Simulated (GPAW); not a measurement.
Here is a GPAW 26.7.0 calculation.

The input run.py:

```python
from ase import Atoms
from ase.eos import EquationOfState
from ase.io import Trajectory
from ase.units import GPa
from gpaw import GPAW, PW

atoms = Atoms(['Ge', 'Fe', 'Fe', 'Fe'],
              cell=[[3.66050052, 0.0, 0.0],
                    [0.0, 3.66050052, 0.0],
                    [0.0, 0.0, 3.66050052]],
              scaled_positions=[[0.0, 0.0, 0.0],
                                [0.5, 0.0, 0.5],
                                [0.5, 0.5, 0.0],
                                [0.0, 0.5, 0.5]],
              pbc=True)
atoms.set_initial_magnetic_moments([0.0, 3.0, 3.0, 3.0])

traj = Trajectory('eos.traj', 'w')
volumes, energies = [], []
for x in [0.94, 0.96, 0.98, 1.0, 1.02, 1.04, 1.06]:
    a = atoms.copy()
    a.set_cell(atoms.cell * x**(1 / 3), scale_atoms=True)
    calc = GPAW(mode=PW(600),
                xc='LDA',
                kpts={'size': (7, 7, 7), 'gamma': True},
                occupations={'name': 'fermi-dirac', 'width': 0.05},
                nbands=30,
                convergence={'density': 1e-05, 'energy': 1e-05},
                maxiter=150,
                txt=f'eos-{x:.2f}.txt')
    a.calc = calc
    energies.append(a.get_potential_energy(force_consistent=True))
    volumes.append(a.get_volume())
    p = -a.get_stress()[:3].mean() / GPa
    calc.write(f'eos-{x:.2f}.gpw')
    traj.write(a)
    print(f'{x:.2f} {volumes[-1]:10.4f} A^3 {energies[-1]:14.6f} eV {p:9.3f} GPa', flush=True)

v0, e0, B = EquationOfState(volumes, energies, eos='birchmurnaghan').fit()
print(f'V0 = {v0:.4f} A^3, E0 = {e0:.6f} eV, B0 = {B / GPa:.2f} GPa')
```

Potentials or basis: the program's PAW data sets (release 1.2.1) made for this functional, pw.

Command:

```bash
$ OMP_NUM_THREADS=1 python run.py
```

(1) What does it give for the equilibrium volume?

(2) What does it give for the bulk modulus?

Answers

(1) 11.17 Å³/atom (rough: see the caveat).

(2) 242 GPa (rough).

Caveat: the minimum lies outside the volumes run.
